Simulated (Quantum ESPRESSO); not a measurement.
# FeO in Quantum ESPRESSO: the effect of Hubbard term

The system is FeO.

```
Fe O
1.0
     1.51768    0.87623    2.51579
    -1.51768    0.87623    2.51579
     0.00000   -1.75247    2.51579
Fe O
1 1
Direct
  0.00000 0.00000 0.00000
  0.50000 0.50000 0.50000
```

Alike in all runs:

```yaml
Program: Quantum ESPRESSO 7.5
Task: single point
Functional: PBE
Potentials_or_basis: GBRV 1.5 PBE
Cutoff: 762 eV
Density_cutoff: 6095 eV
k_mesh: 8 × 8 × 8
Occupations: gaussian, width 0.05 eV
Spin: collinear spin, ferromagnetic start
Starting_moments: "[4.0, 0.0] μB"
Hubbard_projectors: atomic
Double: 6
Start_of_the_occupations: atomic
Moments_locked: none
Magnetic_state_asked_for: fm
Formal_shell_electrons: 1 d6
```

| Hubbard term | pressure (GPa) |
| --- | --- |
| Fe d U = 1 eV | 0.3 |
| Fe d U = 2 eV | 2.0 |
| Fe d U = 3 eV | 3.2 |
| Fe d U = 4 eV | 4.7 |
| Fe d U = 5 eV | ? |
| Fe d U = 6 eV | 6.9 |
| Fe d U = 8 eV | 9.9 |

Problem. What does the run with Hubbard term Fe d U = 5 eV give?

Solution. Pressure 5.3 GPa.

Worked out: A parabola through the other rows of the pressure, of slope 1.33 GPa per eV there, gives 5.9 GPa, against the run's 5.3.

Caveats: a cell with one magnetic atom can't hold antiferromagnetic order, which such compounds often take.
